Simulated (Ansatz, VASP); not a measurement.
# Ti2C in VASP and in Ansatz

File POSCAR:

```
Ti2C
1.0
    1.5406981810      0.8895225095      4.8137698526
   -1.5406981810      0.8895225095      4.8137698526
    0.0000000000     -1.7790450190      4.8137698526
Ti C
2 1
Direct
    0.2454978300      0.2454978300      0.2454978300
    0.7545021700      0.7545021700      0.7545021700
    0.5000000000      0.5000000000      0.5000000000
```

INCAR.step1

```
ALGO     = Normal         # electronic algorithm
EDIFF    = 1E-4           # SCF threshold, eV
ENCUT    = 520            # plane-wave cutoff, eV
GGA      = PE             # functional
ISMEAR   = 0              # smearing method
LASPH    = T              # aspherical terms in the spheres
LCHARG   = F              # write CHGCAR
LREAL    = F              # projectors in reciprocal space
LWAVE    = T              # write WAVECAR
NBANDS   = 21             # bands
NELM     = 60             # most SCF steps
PREC     = Accurate       # precision mode
SIGMA    = 0.1            # smearing width, eV
```

The input INCAR.step2:

```
ALGO     = Normal         # electronic algorithm
EDIFF    = 1E-6           # SCF threshold, eV
ENCUT    = 520            # plane-wave cutoff, eV
ISIF     = 2              # what is computed and relaxed
ISMEAR   = 0              # smearing method
ISTART   = 1            
LASPH    = T              # aspherical terms in the spheres
LCHARG   = F              # write CHGCAR
LMIXTAU  = T            
LREAL    = F              # projectors in reciprocal space
LWAVE    = F              # write WAVECAR
METAGGA  = R2SCAN         # meta-GGA
NBANDS   = 21             # bands
NELM     = 60             # most SCF steps
PREC     = Accurate       # precision mode
SIGMA    = 0.1            # smearing width, eV
```

KPOINTS

```
k-points
0
Gamma
  6 6 6
```

Input for Ansatz:

```yaml
crystal:
  lattice:
    - [1.540698181, 0.8895225095, 4.8137698526]
    - [-1.540698181, 0.8895225095, 4.8137698526]
    - [0.0, -1.779045019, 4.8137698526]
  atoms:
    - { symbol: Ti, position: [0.24549783, 0.24549783, 0.24549783] }
    - { symbol: Ti, position: [0.75450217, 0.75450217, 0.75450217] }
    - { symbol: C, position: [0.5, 0.5, 0.5] }
basis:
  ecutwfc: 500
kpoints:
  mp_grid: { grid: [6, 6, 6] }
hamiltonian:
  xc: r2scan
scf:
  occupations: { method: gaussian, width: 0.1 }
output:
  forces: true
  stress: true
  eigenvalues: true
```

The cell comes from a database or a generator and needn't be the stable form of this composition.

Alike in both runs: task single point; functional r2SCAN; k mesh 6 × 6 × 6; occupations gaussian, width 0.1 eV; no spin polarisation.

```csv
,VASP,Ansatz
version,VASP 6.6.1,Ansatz 0.2.0
potentials or method,"VASP PAW PBE potentials, release 64 (Ti_sv, C)","scalar-relativistic, plane waves, PAW"
plane-wave cutoff (eV),520,500
valence electrons in the cell,28,28
```

|  | VASP | Ansatz | Ansatz less VASP |
| --- | --- | --- | --- |
| gap on the k mesh at the Fermi level (eV) | none | none | - |
| pressure (GPa) | 0.4 | -0.3 | -0.71 |
| largest component of the traceless stress (GPa) | 0.57 | 0.59 | +0.023 |
| rms of the force components (eV/Å) | 0.004 | 0.044 | +0.0396 |

Atom by atom the forces differ by 0.040 eV/Å (rms over components). A gap of «none» marks a metal or a gap that the smearing closes.

Caveats: the k mesh is coarse (spacing up to 0.40 Å⁻¹), so the values aren't converged; the PAW data sets were made with another functional, which shifts forces and pressure a little (VASP).
